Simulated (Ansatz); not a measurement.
GaN built on the rocksalt prototype: a one-shot G0W0 calculation in the PAW code Ansatz (G0W0@HSE06 with 70 empty bands, a screening cutoff of 140 eV and a 6×6×6 mesh). Cell and atoms come from a relaxation with r2SCAN.

input.yaml:
```yaml
crystal:
  lattice:
    - [0.0, 2.1085152362, 2.1085152362]
    - [2.1085152362, 0.0, 2.1085152362]
    - [2.1085152362, 2.1085152362, 0.0]
  atoms:
    - { symbol: Ga, position: [0.0, 0.0, 0.0] }
    - { symbol: "N", position: [0.5, 0.5, 0.5] }
kpoints:
  mp_grid: { grid: [6, 6, 6] }
hamiltonian:
  xc: hse06
scf:
  occupations: { method: fixed }
gw:
  n_empty_bands: 70
  ecut_chi: 140
  qp_bands: [v2, c2]
  qp_kpoints: band_edges
  screening: { model: contour_deformation }
```

Command: `ansatz run input.yaml --threads 2 --pin off --max-ram 3686MiB --backend cpu --events-out ev --progress --plain --runs-dir out`.

Output, abridged:
```
Pseudopotential: Ga, paw, valence charge 13, recommended cutoff 420 eV (normal)
Pseudopotential: N, paw, valence charge 5, recommended cutoff 420 eV (normal)
Functional definition: HSE06
Crystal: 2 atoms, lattice volume = 18.748 Å³
Basis set: ecut = 420 eV, 339 PW (Γ)
Bands: 13, of which v1, the nominal top of the filled ones, is band 9 counted from 1 (8 counted from 0)
Symmetry: 48 space group operations
Space group: Fm-3m (ITA 225)
k-points: 16 of 216
Exchange kernel: α = 0.2500, screened, ω = 0.2079 Å⁻¹, Wigner–Seitz truncation, v(0) = 1038.5578 eV·Å³, q-mesh 6×6×6
hybrid outer 1: dexx = +1.016e-2 eV, tail = 3.61e-5 eV
hybrid outer 2: dexx = +4.874e-7 eV, tail = 3.19e-7 eV, Δε = 4.35e-3 eV
hybrid SCF converged: 2 outer / 8 inner (+4 warm-up)
Free energy (F): -4167.448125 eV
Fermi energy:    12.539904 eV
--- G₀W₀: contour deformation, 7 samples at zero and on the imaginary axis and 3 off it, 216 q-points, 70 empty bands' worth ---
    ik  band        ε_KS         Σx   Σc(E_QP)       V_xc       Z   E_QP_lin       E_QP  E_QP is
     0     8     12.0065   -21.5595     2.8578   -18.8407  0.7967    12.1454    12.1456  root
     0     9     12.0065   -21.5595     2.8578   -18.8407  0.7967    12.1454    12.1456  root
     0    10     16.1558   -13.4649    -4.0158   -17.8649  0.8242    16.5407    16.5400  root
     0    11     28.6249    -8.2343    -5.3705   -13.6746  0.8224    28.6946    28.6946  root
     1     8     12.0596   -21.9902     2.8742   -19.2458  0.7975    12.1893    12.1894  root
     1     9     12.0596   -21.9902     2.8742   -19.2458  0.7975    12.1893    12.1894  root
     1    10     18.0753   -13.0084    -4.2765   -17.6733  0.8165    18.4645    18.4636  root
     1    11     24.9008    -7.8001    -5.4982   -13.4089  0.8149    25.0115    25.0114  root
     2     8     12.2137   -22.8918     2.8999   -20.1066  0.7994    12.3284    12.3285  root
     2     9     12.2137   -22.8918     2.8999   -20.1066  0.7994    12.3284    12.3285  root
     2    10     18.8817   -10.0741    -4.5394   -14.8479  0.8293    19.1164    19.1160  root
     2    11     23.8289   -10.6602    -6.0610   -16.9955  0.7773    24.1039    24.1032  root
     3     8     12.3184   -23.3885     2.9123   -20.5864  0.8003    12.4285    12.4286  root
     3     9     12.3184   -23.3885     2.9123   -20.5864  0.8003    12.4285    12.4286  root
     3    10     18.5008    -8.9763    -4.4721   -13.6363  0.8366    18.6890    18.6887  root
     3    11     23.1837    -8.0556    -5.2120   -13.4186  0.8283    23.3348    23.3347  root
     5     8     10.9492   -21.7929     3.0736   -18.8012  0.7948    11.0309    11.0310  root
     5     9     11.0840   -22.2560     3.0174   -19.3119  0.7967    11.1573    11.1573  root
     5    10     19.4508   -11.7638    -4.7463   -16.8418  0.8173    19.7833    19.7824  root
     5    11     22.2630    -8.8498    -5.1870   -14.2270  0.8183    22.4535    22.4532  root
     6     8     10.2737   -22.3314     3.1466   -19.2216  0.7946    10.3105    10.3105  root
     6     9     11.3577   -22.4809     3.0080   -19.5484  0.7980    11.4332    11.4332  root
     6    10     19.3888    -9.9083    -4.7469   -14.8896  0.8302    19.6235    19.6230  root
     6    11     21.3414    -9.9672    -5.0238   -15.2628  0.8147    21.6137    21.6132  root
     7     8      9.6446   -21.8700     3.2782   -18.6291  0.7894     9.6819     9.6819  root
     7     9     12.1597   -23.0916     2.8989   -20.2932  0.8004    12.2601    12.2602  root
     7    10     20.2427    -8.7965    -4.8113   -13.7927  0.8306    20.4278    20.4275  root
     7    11     21.4951   -11.4217    -5.2741   -17.0235  0.8027    21.8237    21.8228  root
     8     8     10.2944   -21.4747     3.1841   -18.3551  0.7914    10.3588    10.3589  root
     8     9     12.5399   -22.8524     2.8257   -20.1596  0.7998    12.6727    12.6728  root
     8    10     19.8857   -12.2261    -4.7712   -17.3627  0.8076    20.2523    20.2512  root
     8    11     23.4690    -8.9566    -5.5891   -14.7132  0.8088    23.6367    23.6365  root
    10     8      8.1550   -20.8903     3.4235   -17.5055  0.7768     8.1936     8.1936  root
    10     9      9.8602   -21.2992     3.2272   -18.1286  0.7898     9.9168     9.9168  root
    10    10     16.4342   -11.3613    -4.2194   -15.8651  0.8366    16.7190    16.7186  root
    10    11     22.5079    -8.8510    -4.8770   -13.8896  0.8266    22.6697    22.6695  root
  […]
```

The points are ik 0 = (0, 0, 0) (Γ), ik 1 = (0, 0, 1/6), ik 2 = (0, 0, 1/3), ik 3 = (0, 0, -1/2), ik 5 = (0, 1/6, 1/3), ik 6 = (0, 1/6, -1/2), ik 7 = (0, 1/6, -1/3), ik 8 = (0, 1/6, -1/6), ik 10 = (0, 1/3, -1/2), ik 12 = (0, -1/2, -1/2); band 9 is the last filled one.

G0W0 moves the gap on the mesh from 1.90 eV (HSE06) to 2.03 eV (k = (0, 1/6, -1/6) to k = (0, -1/2, -1/2)). Renormalisation factors Z lie between 0.78 and 0.84. No extrapolation in bands, cutoff or mesh was made for G0W0.

(Calculated; spin-unpolarised; the phase may be known or hypothetical.)

With a shallow d shell on the cation, G0W0 converges slowly in bands and cutoff, so these values are in doubt.
